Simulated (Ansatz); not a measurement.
**Infrared modes and screening in Be2C (Fm-3m)**

Perturbation theory with PBEsol in Ansatz 0.2.0 on the PBEsol cell, ground state and force constants on an 8×8×8 mesh. Spin-unpolarised throughout; all numbers are computed.

The symmetry is Fm-3m (No. 225, cubic); a = 4.311 Å in the conventional setting, 6.68 Å³ an atom. Be has 4 C at 1.87 Å; C has 8 Be at 1.87 Å.

```cif
data_structure
_symmetry_space_group_name_H-M 'P 1'
_symmetry_Int_Tables_number 1
_cell_length_a 3.0482
_cell_length_b 3.0482
_cell_length_c 3.0482
_cell_angle_alpha 60.000
_cell_angle_beta 60.000
_cell_angle_gamma 60.000
_cell_volume 20.03
loop_
_atom_site_label
_atom_site_type_symbol
_atom_site_fract_x
_atom_site_fract_y
_atom_site_fract_z
_atom_site_occupancy
Be1 Be 0.75000 0.75000 0.75000 1
Be2 Be 0.25000 0.25000 0.25000 1
C1 C 0.00000 0.00000 0.00000 1
```

Optical modes without the longitudinal term:

| ω (cm⁻¹) | degeneracy | IR intensity, summed over the level ((D/Å)²/amu) |
| --- | --- | --- |
| 654 | 3 | 89.62 |
| 708 | 3 | 0.00 |

All optical modes at Γ are real, from 654 to 708 cm⁻¹ without the longitudinal term; this says nothing of other wave vectors. With the long-range field the highest mode reaches 940 cm⁻¹. By the program's warning the force constants, and with them frequencies and ε⁰, aren't converged on this mesh. Of the real levels 1 is infrared active, the strongest at 654 cm⁻¹.

ε∞: 6.98 in all directions. With the ions relaxed, ε⁰ is 14.4 in all directions. Born charges, averaged over directions: Be +1.53, C -3.06 e.

With one polar mode in a cubic crystal the Lyddane-Sachs-Teller relation applies: (ω_LO/ω_TO)² = (939.5/653.5)² = 2.067, and ε⁰/ε∞ = 14.432/6.983 = 2.067. The refractive index √ε∞ is 2.64.

For comparison, on the r2SCAN cell the mean ε∞ is 6.57 with r2SCAN (ground state on 8×8×8; least gap 1.53 eV), 6.97 with PBE (ground state on 8×8×8; least gap 1.17 eV).
